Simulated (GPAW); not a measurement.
# W (Im-3m) in GPAW: further runs, part 2 of 2

GPAW 26.7.0. The steps go on from the part before.

### 4 Optical spectrum, LDA

Input file run.py:

```python
from ase.dft.bandgap import bandgap
from ase.io import read, write
from gpaw import GPAW, PW
from gpaw.response.df import DielectricFunction

atoms = read('W.xyz')

calc = GPAW(mode=PW(500),
            xc='LDA',
            kpts={'size': (9, 9, 9), 'gamma': True},
            occupations={'name': 'fermi-dirac', 'width': 0.05},
            nbands=16,
            convergence={'density': 1e-06},
            maxiter=150,
            txt='gpaw.txt')
atoms.calc = calc
energy = atoms.get_potential_energy()
calc.write('gs.gpw')
write('result.traj', atoms)
print(f'Energy: {energy:.6f} eV')
print('Fermi level:', round(calc.get_fermi_level(), 4), 'eV')
print(f'Gap: {bandgap(calc)[0]:.4f} eV, direct: {bandgap(calc, direct=True)[0]:.4f} eV')

dense = calc.fixed_density(kpts={'size': (30, 30, 30), 'gamma': True},
                           nbands=23, convergence={'bands': 17, 'eigenstates': 1e-7},
                           update_fermi_level=True, txt='dense.txt')
dense.write('dense.gpw', mode='all')

df = DielectricFunction('dense.gpw', frequencies={'type': 'nonlinear', 'domega0': 0.05, 'omega2': 10},
                        eta=0.1, ecut=50, nbands=17, rate='eta', txt='df.txt')
for direction in ['x']:
    df.get_dielectric_function(xc='RPA', direction=direction, filename=f'df_{direction}.csv')
```

Input file W.xyz:

```xyz
1
Lattice="-1.5823450000 1.5823450000 1.5823450000 1.5823450000 -1.5823450000 1.5823450000 1.5823450000 1.5823450000 -1.5823450000" Properties=species:S:1:pos:R:3 pbc="T T T"
W      0.0000000000      0.0000000000      0.0000000000
```

Potentials or basis: the program's PAW data sets (release 1.2.1) made for this functional, pw.

The run is started by

```sh
> OMP_NUM_THREADS=1 python run.py
```

gpaw.txt:

```text
__  _  _
 | _ |_)|_||  |
 |__||  | ||/\| - 26.7.0

Input parameters:
  mode=PW(ecut=500.0),
  convergence={'density': 1e-06},
  kpts=MonkhorstPack(size=(9, 9, 9), gamma=True),
  maxiter=150,
  nbands=16,
  occupations=Occupations(name='fermi-dirac', width=0.05),
  xc=XC(name='LDA')

Diagonalizing LCAO Hamiltonian
Converting LCAO to pw mode

       W

Atoms  # Å, Bohr magnetons
|   | symbol |        x |        y |        z |    initial magnetic moments |
|---|--------|----------|----------|----------|-----------------------------|
| 0 |      W | 0.000000 | 0.000000 | 0.000000 | ( 0.0000,  0.0000,  0.0000) |

Unit cell  # Å
| periodic |         x |         y |         z |  lengths |     angles |
|----------|-----------|-----------|-----------|----------|------------|
|      yes | -1.582345 |  1.582345 |  1.582345 | 2.740702 | 109.471221 |
|      yes |  1.582345 | -1.582345 |  1.582345 | 2.740702 | 109.471221 |
|      yes |  1.582345 |  1.582345 | -1.582345 | 2.740702 | 109.471221 |

Number of symmetries: 48
Symmetry operations  # r_c * U_cc + t_c -> r_c
|    | kind |            matrix            |
|----|------|------------------------------|
|  0 |  σ   |  1, 1, 1,  0, 0,-1,  0,-1, 0 |
|  1 |  C4  |  1, 1, 1,  0, 0,-1, -1, 0, 0 |
|  2 |  C2  |  1, 1, 1,  0,-1, 0,  0, 0,-1 |
|  3 |  S6  |  1, 1, 1,  0,-1, 0, -1, 0, 0 |
|  4 |  S6  |  1, 1, 1, -1, 0, 0,  0, 0,-1 |
|  5 |  C4  |  1, 1, 1, -1, 0, 0,  0,-1, 0 |
|  6 |  E   |  1, 0, 0,  0, 1, 0,  0, 0, 1 |
|  7 |  σ   |  1, 0, 0,  0, 1, 0, -1,-1,-1 |
|  8 |  σ   |  1, 0, 0,  0, 0, 1,  0, 1, 0 |
|  9 |  C3  |  1, 0, 0,  0, 0, 1, -1,-1,-1 |
| 10 |  C3  |  1, 0, 0, -1,-1,-1,  0, 1, 0 |
| 11 |  σ   |  1, 0, 0, -1,-1,-1,  0, 0, 1 |
| 12 |  σ   |  0, 1, 0,  1, 0, 0,  0, 0, 1 |
[... 116 lines left out ...]
  MSR1-Mixer
  Pratt-step length: 0.05
  Maximum mixing coefficient: 0.75
  Old densities: 10
  SVD Regularization: 0.005
  Good broyden scale: 1.0
  Trust region scale: 1.0
  Backstep threshold: 4.0
  History deletion threshold: 6.0
  Fourier metric: weight=20.0, sigma=0.015

occupation numbers:
  Fermi-Dirac:
    width: 0.0500  # eV

poisson solver:
  ecut: 4000.0  # eV

xc functional:
  name: None

convergence criteria:
- Maximum integral of absolute [dens]ity change: 1e-06 electrons / valence electron
- Maximum [total energy] change in last 3 cyles: 0.0005 eV / valence electron
- Maximum integral of absolute [eigenst]ate change: 4e-08 eV^2 / valence electron
maximum number of iterations: 150

SCF iterations
|iter     | |      energy | eigst |  dens |
|---------|-|-------------|-------|-------|
|iter:   1| |  -13.072599 | -0.17 |       |
|iter:   2| |  -13.028425 | -3.28 | -1.23 |
|iter:   3| |  -12.806138 | -2.22 | -1.26 |
|iter:   4| |  -12.806331 | -4.02 | -1.98 |
|iter:   5| |  -12.806851c| -5.05 | -2.35 |
|iter:   6| |  -12.806853c| -7.62c| -3.77 |
|iter:   7| |  -12.806853c| -8.63c| -4.17 |
|iter:   8| |  -12.806853c| -9.88c| -5.94 |
|iter:   9| |  -12.806853c|-10.66c| -6.42c|

Converged in 9 steps
Energy contributions relative to reference atoms: (reference = -438516.106214)

Energy contributions:
  Kinetic:           4.429175
  Coulomb:          -6.215531
  Zero:             -0.056941
  External:          0.000000
  Xc:              -10.959283
  Entropy:          -0.008546
  Spinorbit:         0.000000
  ----------------------------
  Free energy:     -12.811127
  Extrapolated:    -12.806853

dipole moment: (-5.918288, -5.918288, -5.918288)  # |e|*Ang

Fermi level: 14.312
Eigenvalues  # (at kpt = [0.000, 0.000, 0.000])
| band index |      eig [eV] | occ [0-2] |
|------------|---------------|-----------|
|          0 |       -59.681 |     2.000 |
|          1 |       -23.491 |     2.000 |
|          2 |       -23.491 |     2.000 |
|          3 |       -23.491 |     2.000 |
|          4 |         4.725 |     2.000 |
|          5 |        13.018 |     2.000 |
[... 8 lines left out ...]
|         14 |        41.247 |     0.000 |
|         15 |        44.119 |     0.000 |

No gap
No difference between direct/indirect transitions
# Writing to gs.gpw (mode='')
```

Wall time 81 s (1 thread of Arm Neoverse V2, shared host); peak memory 0.43 GiB.

Results:

```
Free energy            : -12.8111 eV
Band gap on the k mesh : none (metal or under the smearing width)
```

Dielectric function (mean over the directions given):
| energy (eV) | real part | imaginary part |
| --- | --- | --- |
| 0.51 | -88.29 | 76.44 |
| 1.43 | 5.59 | 15.47 |
| 2.42 | 5.41 | 19.86 |
| 3.43 | 3.88 | 18.83 |
| 4.44 | 3.52 | 17.09 |
| 5.31 | -8.19 | 22.60 |
| 6.31 | -7.89 | 8.70 |
| 7.29 | -5.01 | 4.53 |
| 8.25 | -2.41 | 3.74 |
| 9.27 | -1.08 | 3.74 |
| 10.16 | -1.14 | 4.26 |
| 11.20 | -1.92 | 3.61 |
| 12.19 | -1.88 | 2.75 |
| 13.24 | -1.60 | 2.00 |
| 14.22 | -1.22 | 1.66 |
| 15.13 | -0.85 | 1.47 |
| 16.21 | -0.32 | 1.66 |
| 17.36 | -0.91 | 1.68 |
| 18.58 | -0.86 | 1.27 |
| 19.87 | -0.91 | 0.60 |

Caveat: the intraband term hangs on this k mesh; the long-wavelength limit can be off by several per cent where d states take part; independent-particle spectra lack excitons.

### 5 Optical spectrum, AM05

Changes to run.py since step 4:

```diff
@@ -2,4 +2,6 @@
 from ase.io import read, write
-from gpaw import GPAW, PW
+from gpaw import GPAW, PW, setup_paths
 from gpaw.response.df import DielectricFunction
+
+setup_paths.insert(0, '.')
 
@@ -8,3 +10,3 @@
 calc = GPAW(mode=PW(500),
-            xc='LDA',
+            xc='AM05',
             kpts={'size': (9, 9, 9), 'gamma': True},
```

W.xyz is that of step 4.

Potentials or basis: PAW data sets generated in the run's folder for this functional, pw.

The run is started by

```sh
> gpaw-setup -f AM05 W
> OMP_NUM_THREADS=1 python run.py
```

gpaw.txt:

```text
__  _  _
 | _ |_)|_||  |
 |__||  | ||/\| - 26.7.0

Input parameters:
  mode=PW(ecut=500.0),
  convergence={'density': 1e-06},
  kpts=MonkhorstPack(size=(9, 9, 9), gamma=True),
  maxiter=150,
  nbands=16,
  occupations=Occupations(name='fermi-dirac', width=0.05),
  xc=XC(name='AM05')

Diagonalizing LCAO Hamiltonian
Converting LCAO to pw mode

       W

Atoms  # Å, Bohr magnetons
|   | symbol |        x |        y |        z |    initial magnetic moments |
|---|--------|----------|----------|----------|-----------------------------|
| 0 |      W | 0.000000 | 0.000000 | 0.000000 | ( 0.0000,  0.0000,  0.0000) |

Unit cell  # Å
| periodic |         x |         y |         z |  lengths |     angles |
|----------|-----------|-----------|-----------|----------|------------|
|      yes | -1.582345 |  1.582345 |  1.582345 | 2.740702 | 109.471221 |
|      yes |  1.582345 | -1.582345 |  1.582345 | 2.740702 | 109.471221 |
|      yes |  1.582345 |  1.582345 | -1.582345 | 2.740702 | 109.471221 |

Number of symmetries: 48
Symmetry operations  # r_c * U_cc + t_c -> r_c
|    | kind |            matrix            |
|----|------|------------------------------|
|  0 |  σ   |  1, 1, 1,  0, 0,-1,  0,-1, 0 |
|  1 |  C4  |  1, 1, 1,  0, 0,-1, -1, 0, 0 |
|  2 |  C2  |  1, 1, 1,  0,-1, 0,  0, 0,-1 |
|  3 |  S6  |  1, 1, 1,  0,-1, 0, -1, 0, 0 |
|  4 |  S6  |  1, 1, 1, -1, 0, 0,  0, 0,-1 |
|  5 |  C4  |  1, 1, 1, -1, 0, 0,  0,-1, 0 |
|  6 |  E   |  1, 0, 0,  0, 1, 0,  0, 0, 1 |
|  7 |  σ   |  1, 0, 0,  0, 1, 0, -1,-1,-1 |
|  8 |  σ   |  1, 0, 0,  0, 0, 1,  0, 1, 0 |
|  9 |  C3  |  1, 0, 0,  0, 0, 1, -1,-1,-1 |
| 10 |  C3  |  1, 0, 0, -1,-1,-1,  0, 1, 0 |
| 11 |  σ   |  1, 0, 0, -1,-1,-1,  0, 0, 1 |
| 12 |  σ   |  0, 1, 0,  1, 0, 0,  0, 0, 1 |
| 13 |  C2  |  0, 1, 0,  1, 0, 0, -1,-1,-1 |
| 14 |  C3  |  0, 1, 0,  0, 0, 1,  1, 0, 0 |
| 15 |  S4  |  0, 1, 0,  0, 0, 1, -1,-1,-1 |
| 16 |  S4  |  0, 1, 0, -1,-1,-1,  1, 0, 0 |
| 17 |  C3  |  0, 1, 0, -1,-1,-1,  0, 0, 1 |
| 18 |  C3  |  0, 0, 1,  1, 0, 0,  0, 1, 0 |
| 19 |  S4  |  0, 0, 1,  1, 0, 0, -1,-1,-1 |
| 20 |  σ   |  0, 0, 1,  0, 1, 0,  1, 0, 0 |
| 21 |  C3  |  0, 0, 1,  0, 1, 0, -1,-1,-1 |
| 22 |  C2  |  0, 0, 1, -1,-1,-1,  1, 0, 0 |
| 23 |  S4  |  0, 0, 1, -1,-1,-1,  0, 1, 0 |
| 24 |  C4  |  0, 0,-1,  1, 1, 1,  0,-1, 0 |
| 25 |  σ   |  0, 0,-1,  1, 1, 1, -1, 0, 0 |
| 26 |  S6  |  0, 0,-1,  0,-1, 0,  1, 1, 1 |
| 27 |  C2  |  0, 0,-1,  0,-1, 0, -1, 0, 0 |
| 28 |  C4  |  0, 0,-1, -1, 0, 0,  1, 1, 1 |
| 29 |  S6  |  0, 0,-1, -1, 0, 0,  0,-1, 0 |
| 30 |  S6  |  0,-1, 0,  1, 1, 1,  0, 0,-1 |
| 31 |  C4  |  0,-1, 0,  1, 1, 1, -1, 0, 0 |
| 32 |  C4  |  0,-1, 0,  0, 0,-1,  1, 1, 1 |
| 33 |  S6  |  0,-1, 0,  0, 0,-1, -1, 0, 0 |
| 34 |  σ   |  0,-1, 0, -1, 0, 0,  1, 1, 1 |
| 35 |  C2  |  0,-1, 0, -1, 0, 0,  0, 0,-1 |
| 36 |  C2  | -1, 0, 0,  1, 1, 1,  0, 0,-1 |
| 37 |  S6  | -1, 0, 0,  1, 1, 1,  0,-1, 0 |
| 38 |  S6  | -1, 0, 0,  0, 0,-1,  1, 1, 1 |
| 39 |  C2  | -1, 0, 0,  0, 0,-1,  0,-1, 0 |
| 40 |  C2  | -1, 0, 0,  0,-1, 0,  1, 1, 1 |
| 41 |  i   | -1, 0, 0,  0,-1, 0,  0, 0,-1 |
| 42 |  S4  | -1,-1,-1,  1, 0, 0,  0, 1, 0 |
| 43 |  C3  | -1,-1,-1,  1, 0, 0,  0, 0, 1 |
| 44 |  C3  | -1,-1,-1,  0, 1, 0,  1, 0, 0 |
| 45 |  σ   | -1,-1,-1,  0, 1, 0,  0, 0, 1 |
| 46 |  S4  | -1,-1,-1,  0, 0, 1,  1, 0, 0 |
| 47 |  C2  | -1,-1,-1,  0, 0, 1,  0, 1, 0 |

BZ-sampling:
  Number of BZ points: 729
  Number of IBZ points: 35

  Monkhorst-Pack size: [9, 9, 9]
  Monkhorst-Pack shift: [0, 0, 0]

K-points  # in reciprocal-cell coordinates
|     |                                coordinates |     weight |
|-----|--------------------------------------------|------------|
|   0 | (  0.00000000,   0.00000000,   0.00000000) | 0.00137174 |
|   1 | (  0.11111111,   0.00000000,   0.00000000) | 0.01646091 |
|   2 | (  0.11111111,   0.11111111,  -0.11111111) | 0.00823045 |
|   3 | (  0.22222222,   0.00000000,  -0.11111111) | 0.03292181 |
|   4 | (  0.22222222,   0.00000000,   0.00000000) | 0.01646091 |
|   5 | (  0.22222222,   0.11111111,  -0.11111111) | 0.03292181 |
|   6 | (  0.22222222,   0.22222222,  -0.22222222) | 0.00823045 |
|   7 | (  0.33333333,  -0.11111111,  -0.11111111) | 0.01097394 |
|   8 | (  0.33333333,   0.00000000,  -0.11111111) | 0.06584362 |
|   9 | (  0.33333333,   0.00000000,   0.00000000) | 0.01646091 |
| ... |                                            |            |
|  34 | (  0.44444444,   0.44444444,   0.44444444) | 0.01097394 |

Plane wave coefficients: 414
Cutoff: 500.0 eV

Spin-components: 1 (collinear spins)
Bands:           16
Projectors:      6
Spin-degeneracy: 2
Datatype:        complex128

Parallelization:
  kpt:    1
  domain: 1
  band:   1

Density:
  Valence electrons: 14.0
  Components: 1
  Grid points: [15 15 15]
  Charge: 0.0  # |e|

Potential:
  Grid points: [15 15 15]

species:
  W:
    name:    Tungsten
    Z:       74.0
    valence: 14
    core:    60
    charge:  0.0  # [|e|]
    compensation charges:
      type: gauss
      rc: 0.40  # [Å]
      lmax: 2
    cutoffs:
      filter: 2.36  # [Å]
      core: 3.02  # [Å]
    projectors
    | kind |    occ | energy [eV] | rcut [Å] |
    |------|--------|-------------|----------|
    |   5s |  2.000 |     -78.865 |    1.344 |
    |   6s |  2.000 |      -5.660 |    1.344 |
    |   5p |  6.000 |     -43.244 |    1.355 |
    |   6p |  0.000 |      -1.291 |    1.355 |
    |   5d |  4.000 |      -4.487 |    1.228 |
    |    d |        |      22.725 |    1.228 |

    Using partial waves for W as LCAO basis

Reference energy: -438525.788887  # eV

eigensolver:
  PPCG
  Converge bands: occupied
  niter=2

density mixing:
  MSR1-Mixer
  Pratt-step length: 0.05
  Maximum mixing coefficient: 0.75
  Old densities: 10
  SVD Regularization: 0.005
  Good broyden scale: 1.0
  Trust region scale: 1.0
  Backstep threshold: 4.0
  History deletion threshold: 6.0
  Fourier metric: weight=20.0, sigma=0.015

occupation numbers:
  Fermi-Dirac:
    width: 0.0500  # eV

poisson solver:
  ecut: 4000.0  # eV

xc functional:
  name: AM05 with 2 nearest neighbor stencil

convergence criteria:
- Maximum integral of absolute [dens]ity change: 1e-06 electrons / valence electron
- Maximum [total energy] change in last 3 cyles: 0.0005 eV / valence electron
- Maximum integral of absolute [eigenst]ate change: 4e-08 eV^2 / valence electron
maximum number of iterations: 150

SCF iterations
|iter     | |      energy | eigst |  dens |
|---------|-|-------------|-------|-------|
|iter:   1| |  -12.501621 | -0.17 |       |
|iter:   2| |  -12.457372 | -3.30 | -1.20 |
|iter:   3| |  -12.232880 | -2.19 | -1.24 |
|iter:   4| |  -12.234780 | -3.95 | -1.97 |
|iter:   5| |  -12.235597c| -4.92 | -2.35 |
|iter:   6| |  -12.235601c| -7.27 | -3.88 |
|iter:   7| |  -12.235601c| -8.59c| -4.23 |
|iter:   8| |  -12.235601c| -9.78c| -5.64 |
|iter:   9| |  -12.235601c|-10.36c| -6.09c|

Converged in 9 steps
Energy contributions relative to reference atoms: (reference = -438525.788887)

Energy contributions:
  Kinetic:           4.345564
  Coulomb:          -6.241511
  Zero:             -0.019330
  External:          0.000000
  Xc:              -10.316048
  Entropy:          -0.008554
  Spinorbit:         0.000000
  ----------------------------
  Free energy:     -12.239878
  Extrapolated:    -12.235601

dipole moment: (-5.906252, -5.906252, -5.906252)  # |e|*Ang

Fermi level: 14.495
Eigenvalues  # (at kpt = [0.000, 0.000, 0.000])
| band index |      eig [eV] | occ [0-2] |
|------------|---------------|-----------|
|          0 |       -59.553 |     2.000 |
|          1 |       -23.356 |     2.000 |
|          2 |       -23.356 |     2.000 |
|          3 |       -23.356 |     2.000 |
|          4 |         4.833 |     2.000 |
|          5 |        13.225 |     2.000 |
[... 8 lines left out ...]
|         14 |        41.219 |     0.000 |
|         15 |        44.348 |     0.000 |

No gap
No difference between direct/indirect transitions
# Writing to gs.gpw (mode='')
```

It took 83 s on 1 thread of Arm Neoverse V2, shared host; peak memory 0.43 GiB.

What came out:

- Free energy: -12.2399 eV
- Band gap on the k mesh: none (metal or under the smearing width)

Dielectric function (mean over the directions given):
```tsv
energy (eV)	real part	imaginary part
0.41	-131.64	104.94
1.26	-2.55	17.78
2.30	6.15	20.44
3.30	6.16	18.45
4.30	4.30	16.85
5.31	-5.41	24.04
6.31	-7.70	8.93
7.12	-5.45	5.05
8.16	-2.36	3.41
9.18	-1.17	3.43
10.16	-0.69	4.17
11.20	-1.72	3.91
12.19	-1.76	2.95
13.00	-1.88	2.55
14.10	-1.17	1.74
15.13	-0.86	1.57
16.21	-0.40	1.85
17.36	-0.97	1.67
18.58	-0.90	1.26
19.87	-0.92	0.57
```

Caveat: the intraband term hangs on this k mesh; the long-wavelength limit can be off by several per cent where d states take part; independent-particle spectra lack excitons. The run has no spin-orbit coupling, so splittings on W are missing.

### 6 Summary

| task | level | potentials or basis | spin | k mesh | cutoff (eV) | band path | band points | spin axis theta (degrees) | spin axis phi (degrees) | soc after scf | gap on the mesh (eV) | pressure (GPa) |
| --- | --- | --- | --- | --- | --- | --- | --- | --- | --- | --- | --- | --- |
| band structure | PBE | GPAW PAW data sets (gpaw-data 1.2.1), pw | off | 12 × 12 × 12 | 600 | GHNGPH,PN | 100 | - | - | - | - | 5.6 |
| band structure | PBE | GPAW PAW data sets (gpaw-data 1.2.1), pw | SOC, no magnetisation | 12 × 12 × 12 | 600 | GHNGPH,PN | 100 | 90 | 45 | second variation | - | 5.6 |
| optical spectrum | LDA | the program's PAW data sets (release 1.2.1) made for this functional, pw | off | 9 × 9 × 9 | 500 | - | - | - | - | - | none | - |
| optical spectrum | AM05 | PAW data sets generated in the run's folder for this functional, pw | off | 9 × 9 × 9 | 500 | - | - | - | - | - | none | - |

Alike in all rows: cell as given; smearing fermi-dirac 0.05 eV.

Caveats: the intraband term hangs on this k mesh (some runs); the long-wavelength limit can be off by several per cent where d states take part (some runs); independent-particle spectra lack excitons (some runs); spin-orbit coupling is left out, which moves the levels of the heavy elements (some runs); spin-orbit coupling was added after a scalar SCF, so levels and gaps hold it while energy, forces, pressure and moments don't (some runs); this program's spin-orbit splittings come out too wide for heavy elements (some runs).

Absolute energies hang on the potentials; compare differences alone.
